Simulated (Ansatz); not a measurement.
## Bi under changes of volume

One of the cells (40.900 Å³/atom); the others are scaled copies at fixed shape and fractional positions:

```
Bi
1.0
    -4.44975    4.44975    2.06563
     4.44975   -4.44975    2.06563
     4.44975    4.44975   -2.06563
Bi
4
Direct
  0.14566 0.35434 0.50000
  0.85434 0.64566 0.50000
  0.64566 0.14566 0.79131
  0.35434 0.85434 0.20869
```

This isn't the form of Bi at room conditions, which is rhombohedral.

| Item | Value |
| --- | --- |
| Program | Ansatz 0.2.0 |
| Functional | LDA |
| Potentials or basis | Ansatz PAW |
| Cutoff | 420 eV (not typed: the program's choice for these potentials) |
| k mesh | 7 × 7 × 7 |
| Occupations | fermi-dirac, width 0.05 eV |
| Spin | no spin polarisation |

```tsv
volume (Å³/atom)	energy over the lowest point (meV/atom)	pressure (GPa)	largest force (eV/Å)
38.446	0.00	-0.5	0.045
39.264	?	?	?
40.082	13.34	-2.1	0.096
40.900	25.77	-2.8	0.158
41.718	41.50	-3.4	0.213
42.536	60.16	-3.9	0.264
43.354	81.45	-4.4	0.309
```

Q: What does the run at 39.264 Å³/atom give?

A: Energy over the lowest point 4.59 meV/atom; pressure -1.3 GPa; largest force 0.029 eV/Å.

Worked out: A Birch-Murnaghan fit of order 3 (a polynomial in V^(-2/3)) to the other rows has its minimum at 38.04 Å³/atom, just outside them, with B0 = V·E''(V) = 45 GPa and B' = 4.3 at fixed shape and positions, which overstates the stiffness. It gives 4.60 meV/atom at 39.264 Å³/atom, against the run's 4.59, and -dE/dV = -1.3 GPa, against -1.3.

Energies are extrapolated to zero smearing.

Caveats: the PAW data sets come from PBE, with cores solved anew for the run's functional, which leaves a small shift of forces and pressure.
